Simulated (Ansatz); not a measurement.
# TiCo (Pm-3m) in Ansatz: further runs

Runs on TiCo. Level: PBE. Tasks: single point.

Everything below comes from runs of Ansatz 0.2.0. Logs are shortened: lines on timing, memory, paths and dates and some standing lists are left out, and cuts for length are marked.

### Step 1. The structure

Symmetry: Pm-3m, No. 221, cubic system. Conventional cell: a = 2.986 Å, b = 2.986 Å, c = 2.986 Å, α = 90.00°, β = 90.00°, γ = 90.00°. Co (site symmetry m-3m) has 8 Ti at 2.59 Å as nearest neighbours. Around Ti (site symmetry m-3m) lie 8 Co at 2.59 Å.

The cell comes from a database or a generator and needn't be the stable form of this composition.

### Step 2. Single point, PBE, collinear spin, ferromagnetic start

input.yaml reads:

```yaml
crystal:
  lattice:
    - [2.98611099, 0.0, 0.0]
    - [0.0, 2.98611099, 0.0]
    - [0.0, 0.0, 2.98611099]
  atoms:
    - { symbol: Co, position: [0.5, 0.5, 0.5], spin: 2.0 }
    - { symbol: Ti, position: [0.0, 0.0, 0.0], spin: 1.0 }
kpoints:
  mp_grid: { grid: [9, 9, 9] }
scf:
  occupations: { method: gaussian, width: 0.023 }
hamiltonian:
  xc: pbe
  pseudopotentials: { kind: all_electron, lapw: { basis_error: 0.001 } }
magnetization:
  spin_polarized: true
output:
  forces: true
  stress: true
  eigenvalues: true
```

Potentials or basis: all-electron LAPW, scalar-relativistic.

Run with:

```console
ansatz run input.yaml --threads 2 --pin off --max-ram 6144MiB --backend cpu --events-out ev --progress --plain --runs-dir out
```

The log of the run:

```text
Warning: RAYON_NUM_THREADS=2 ignored (pool sized by the plan → 2); use --threads N
LAPW: plane waves up to 8.563 Å⁻¹, error target 1.0e-3 eV per atom; small_component_spin mean_spin; Ti in spheres of 1.288 Å, 12 of its electrons in bands, Dirac shells []; Co in spheres of 1.298 Å, 17 of its electrons in bands, Dirac shells [] (how accurate: hamiltonian.pseudopotentials.lapw.basis_error, Limitations)
Engine: ansatz 0.2.0, x86_64-unknown-linux-gnu
Pseudopotentials: kind: all_electron
Pseudopotential: Co, LAPW, valence charge 17, lapw/all_electron/scalar/gaussian/Co, Koelling and Harmon's equation, gaussian nucleus
Pseudopotential: Ti, LAPW, valence charge 12, lapw/all_electron/scalar/gaussian/Ti, Koelling and Harmon's equation, gaussian nucleus
Functional definition: PBE
  parameter kappa = 0.804
  parameter beta = 0.06672455060314922
  exchange = pbe_x(kappa = kappa, mu = beta*pi^2/3)
  correlation = pbe_c(beta = beta)
Crystal: 2 atoms, lattice volume = 26.627 Å³
Basis set: ecut = 279.3723131713068 eV, 257 PW (Γ), exchange–correlation at level 2
Bands: 20, of which v1, the nominal top of the filled ones, is band 15 counted from 1 (14 counted from 0)
Symmetry: 48 space group operations
Space group: Pm-3m (ITA 221), of the structure as read, at distance tolerance 3.0e-5 Å
Magnetic group: BNS 221.92 (UNI 1594), of the structure as read, at distance tolerance 3.0e-5 Å
k-points: 35 of 729
Non-local potential: Co, projectors of the file, none
Non-local potential: Ti, projectors of the file, none
Initial density: superposition of atomic densities (chi_scale 0.1, normalization cell)
Starting moments: Σ|m| = 3 μB on 2 of 2 sites
Initial wavefunctions: plane waves of lowest kinetic energy (no species holds an atomic orbital)
Functional: x = pbe(κ = 0.804, μ = 0.2195149727645171), c = pbe(β = 0.06672455060314922)
iter 1 solved again at ethr=2.74e-3 eV; its pass at ethr=1.00e-1 eV (dr2=7.95e-1 eV) is discarded
SCF iter   1: F=—  HF=-61151.873689 eV  |F-HF|=—  |Δ(HF+E_count)|=         —  Δρ=5.14e-2 (↑5.00e-2 ↓5.14e-2)  dr2=7.95e-1  dr2_m=5.16e-1  M=0.831 μB ∫|m|=0.865 μB  β_m=0.30  ethr=2.74e-3  ⟨swp⟩=2.0  Hψ=9538  notcnv=0
Mixer restart at iter 1: flushing history
preconditioner: auto → none  [metal: Δε(μ)=0.019 eV  Ē_g=4.957 eV  σ=0.023 eV  W_gap=0.43  n_scr=6 (ndim 8)  ℏωp=25.9 eV  f_vac=0.000  D(μ)=2.45/eV (n_scr^D=26)  sad-step TF]
SCF iter   2: F=—  HF=-61151.711143 eV  |F-HF|=—  |Δ(HF+E_count)|=   1.63e-1  Δρ=3.40e-2 (↑3.40e-2 ↓3.32e-2)  dr2=1.89e-1  dr2_m=2.48e-1  M=0.827 μB ∫|m|=0.902 μB  β_m=0.55  ethr=2.74e-3  ⟨swp⟩=2.1  Hψ=4344  notcnv=0
SCF iter   3: F=—  HF=-61151.911546 eV  |F-HF|=—  |Δ(HF+E_count)|=   2.00e-1  Δρ=2.67e-2 (↑1.85e-2 ↓2.67e-2)  dr2=7.67e-1  dr2_m=2.89e-2  M=0.623 μB ∫|m|=0.717 μB  β_m=0.44  ethr=6.51e-4  ⟨swp⟩=2.9  Hψ=4544  notcnv=0
iter 4 solved again at ethr=2.12e-5 eV; its pass at ethr=6.51e-4 eV (dr2=6.15e-3 eV) is discarded
SCF iter   4: F=—  HF=-61151.704310 eV  |F-HF|=—  |Δ(HF+E_count)|=   2.07e-1  Δρ=5.78e-3 (↑2.70e-3 ↓5.78e-3)  dr2=6.12e-3  dr2_m=2.61e-3  M=0.813 μB ∫|m|=0.972 μB  β_m=0.39  ethr=2.12e-5  ⟨swp⟩=2.0  Hψ=7470  notcnv=0
SCF iter   5: F=—  HF=-61151.708850 eV  |F-HF|=—  |Δ(HF+E_count)|=         —  Δρ=3.16e-3 (↑2.04e-3 ↓3.16e-3)  dr2=9.34e-4  dr2_m=1.29e-3  M=0.798 μB ∫|m|=0.971 μB  β_m=0.70  ethr=2.11e-5  ⟨swp⟩=2.7  Hψ=4324  notcnv=0
the basis was enlarged: its passes take 1.8 MiB over the memory plan, 2 of 2 planned eigensolver slots
SCF iter   6: F=—  HF=-61151.718477 eV  |F-HF|=—  |Δ(HF+E_count)|=   9.63e-3  Δρ=1.79e-3 (↑1.03e-3 ↓1.79e-3)  dr2=2.19e-4  dr2_m=4.63e-4  M=0.835 μB ∫|m|=1.046 μB  β_m=0.85  ethr=3.22e-6  ⟨swp⟩=3.0  Hψ=4627  notcnv=0
SCF iter   7: F=—  HF=-61151.719064 eV  |F-HF|=—  |Δ(HF+E_count)|=   5.87e-4  Δρ=5.96e-4 (↑5.96e-4 ↓4.69e-4)  dr2=8.40e-5  dr2_m=5.67e-5  M=0.835 μB ∫|m|=1.082 μB  β_m=0.88  ethr=7.55e-7  ⟨swp⟩=3.0  Hψ=4287  notcnv=0
SCF iter   8: F=—  HF=-61151.719067 eV  |F-HF|=—  |Δ(HF+E_count)|=   3.54e-6  Δρ=9.68e-5 (↑9.31e-5 ↓9.68e-5)  dr2=2.79e-6  dr2_m=1.80e-6  M=0.835 μB ∫|m|=1.089 μB  β_m=0.94  ethr=2.90e-7  ⟨swp⟩=2.2  Hψ=3969  notcnv=0
SCF iter   9: F=—  HF=-61151.719069 eV  |F-HF|=—  |Δ(HF+E_count)|=   1.35e-6  Δρ=1.34e-5 (↑1.23e-5 ↓1.34e-5)  dr2=2.37e-7  dr2_m=6.68e-9  M=0.835 μB ∫|m|=1.089 μB  β_m=0.90  ethr=9.62e-9  ⟨swp⟩=2.5  Hψ=3999  notcnv=0
SCF iter  10: F=—  HF=-61151.719069 eV  |F-HF|=—  |Δ(HF+E_count)|=   1.34e-7  Δρ=3.41e-6 (↑1.85e-6 ↓3.41e-6)  dr2=2.34e-9  dr2_m=1.42e-9  M=0.835 μB ∫|m|=1.089 μB  β_m=0.95  ethr=8.17e-10  ⟨swp⟩=2.7  Hψ=4019  notcnv=0
SCF iter  11: F=—  HF=-61151.719069 eV  |F-HF|=—  |Δ(HF+E_count)|=   1.65e-8  Δρ=3.91e-7 (↑3.91e-7 ↓3.86e-7)  dr2=3.80e-11  dr2_m=3.13e-11  M=0.835 μB ∫|m|=1.089 μB  β_m=0.96  ethr=8.06e-12  ⟨swp⟩=3.0  Hψ=4328  notcnv=0
SCF iter  12: F=-61151.719069 eV  HF=-61151.719069 eV  |F-HF|=9.17e-10  |Δ(HF+E_count)|=  4.44e-10  Δρ=4.57e-7 (↑2.93e-7 ↓4.57e-7)  dr2=2.41e-10  dr2_m=3.28e-12  M=0.835 μB ∫|m|=1.089 μB  ethr=1.05e-12 (applied; sched 1.00e-12)  ⟨swp⟩=3.0  Hψ=4070  notcnv=0
SCF 1 converged in 12 iterations: F = -61151.719069 eV  dr2 = 2.41e-10
SCF converged after 12 iterations
Magnetization: 0.8354 μB (14.9177 up, 14.0823 down)
Absolute magnetization: 1.0887 μB (∫|ρ↑−ρ↓|)
Spin contamination: 0.0749 ħ² per cell (⟨S²⟩ above its minimum at these occupations)
Per-site moments (μB) at R_I (Å): [(0.9483616350438329, 1.2978001104551247), (-0.04697658614111866, 1.2882478268696573)]
Free energy (F): -61151.719069 eV
Harris-Foulkes:  -61151.719069 eV  (|F-HF|=9.17e-10)
Internal energy: -61151.718696 eV  (E = F + TS)
E sigma→0 (E₀):  -61151.718883 eV
Entropy (-TS):   -0.000372 eV (-0.186 meV/atom)
Fermi energy:    17.109324 eV
--- Per-component energies (eV) ---
  E_band       = -392.507466
  E_kinetic    = 61939.801636
  E_xc         = -2772.878604
  E_electrostatic = -120318.641728  (all electrons and nuclei)
  E_smearing   = -0.000372  (= −TS)
  E_closure    = 0.000000  (closes the sum)
  E_atoms      = -61135.910313  (free atoms, spherical and without spin; not in F)
  Σ components = -61151.719069   (vs F -61151.719069, Δ=0.00e0)
  Basis errors (estimates in eV, not in F): energy 2.1e-4 per atom: plane waves 1.7e-4 (8.7e-5 summed), levels above the bands 0.0e0, relativity 4.6e-9, radial functions 4.5e-5, core shells 7.1e-7; eigenvalues (radial functions only) 1.7e-6; not estimated: angular momenta, meshes, grids; target (lapw.basis_error) 1.0e-3; muffin-tin radii Ti 1.288 Å, Co 1.298 Å
--- Forces (eV/Å), atoms counted from 1 ---
  atom   1  Co    -0.00000000    -0.00000000     0.00000000
  atom   2  Ti    -0.00000000    -0.00000000     0.00000000
  max |Σ_I F_I| component: 7.89e-30 eV/Å
--- Stress (GPa, compression-positive) ---
       -0.517853      -0.000000       0.000000
       -0.000000      -0.517853       0.000000
        0.000000       0.000000      -0.517853
  P = ⅓ Tr σ = -0.5179 GPa (-5.179 kbar)
--- Band table (eV; the first three rows and the last of 70) ---
  k-point 0 ↑: bands = ["-78.6604", "-41.9252", "-41.9252", "-41.9252", "-39.9979", "-16.1089", "-16.1089", "-16.1089", "9.3751", "12.8795", "12.8795", "15.2108", "15.2108", "15.2108", "17.5779", "17.5779", "19.7749", "19.7749", "19.7749", "25.9556"]
  k-point 1 ↑: bands = ["-78.6603", "-41.9290", "-41.9250", "-41.9250", "-39.9929", "-16.1447", "-16.1064", "-16.1064", "9.6185", "12.9743", "12.9848", "15.1927", "15.1927", "15.2489", "17.4739", "17.6165", "19.4582", "19.4582", "19.7271", "24.8689"]
  k-point 2 ↑: bands = ["-78.6599", "-41.9386", "-41.9244", "-41.9244", "-39.9804", "-16.2346", "-16.1000", "-16.1000", "10.3158", "13.2390", "13.2419", "15.1518", "15.1518", "15.3493", "17.1836", "17.6286", "18.7900", "18.7900", "19.6022", "22.9399"]
  k-point 34 ↓: bands = ["-77.5293", "-40.8452", "-40.8451", "-40.8451", "-39.9293", "-16.3510", "-16.3510", "-16.3510", "14.5550", "14.7113", "14.7113", "14.9854", "15.0386", "15.0386", "17.2027", "17.2027", "20.0779", "20.0779", "23.9426", "24.5797"]
```

It took 13 s on 2 threads of Intel Xeon Platinum 8375C at 2.90GHz (Ice Lake), shared host; peak memory 0.47 GiB.

Results:

| Property | Result |
| --- | --- |
| Free energy | -61151.7191 eV |
| Pressure | -0.5 GPa |
| Band gap on the k mesh | none (metal or under the smearing width) |
| Net moment | 0.84 μB per cell |
| Absolute moment | 1.09 μB per cell |
| Site moments | Co +0.95; Ti -0.05 μB |

Levels at points of the mesh, in eV from the Fermi level:
Spin up:
```csv
k point,band 13,band 14,band 15,band 16,band 17,band 18
"(0.00, 0.00, 0.00)",-1.90,-1.90,0.47,0.47,2.67,2.67
```
Spin down:
| k point | band 11 | band 12 | band 13 | band 14 | band 15 | band 16 | band 17 | band 18 |
| --- | --- | --- | --- | --- | --- | --- | --- | --- |
| (0.00, 0.00, 0.00) | -3.55 | -1.36 | -1.36 | -1.36 | 1.03 | 1.03 | 2.76 | 2.76 |

### Step 3. Single point, PBE, collinear spin, ferromagnetic start

input.yaml: that of step 2 with these lines changed.

```diff
@@ -11,3 +11,3 @@
 scf:
-  occupations: { method: gaussian, width: 0.023 }
+  occupations: { method: gaussian, width: 0.011 }
 hamiltonian:
```

Potentials or basis: all-electron LAPW, scalar-relativistic.

Run with:

```console
ansatz run input.yaml --threads 2 --pin off --max-ram 6144MiB --backend cpu --events-out ev --progress --plain --runs-dir out
```

It took 11 s on 2 threads of Intel Xeon Platinum 8375C at 2.90GHz (Ice Lake), shared host; peak memory 0.47 GiB.

It converged, with:

```
Free energy            : -61151.7189 eV
Pressure               : -0.5 GPa
Band gap on the k mesh : none (metal or under the smearing width)
Net moment             : 0.84 μB per cell
Absolute moment        : 1.09 μB per cell
Site moments           : Co +0.95; Ti -0.05 μB
```

Levels at points of the mesh, in eV from the Fermi level:
Spin up:
```csv
k point,band 11,band 12,band 13,band 14,band 15,band 16,band 17,band 18,band 19,band 20
"(0.00, 0.00, 0.00)",-4.23,-1.90,-1.90,-1.90,0.47,0.47,2.67,2.67,2.67,8.85
```
Spin down:
| k point | band 12 | band 13 | band 14 | band 15 | band 16 | band 17 |
| --- | --- | --- | --- | --- | --- | --- |
| (0.00, 0.00, 0.00) | -1.36 | -1.36 | -1.36 | 1.03 | 1.03 | 2.77 |
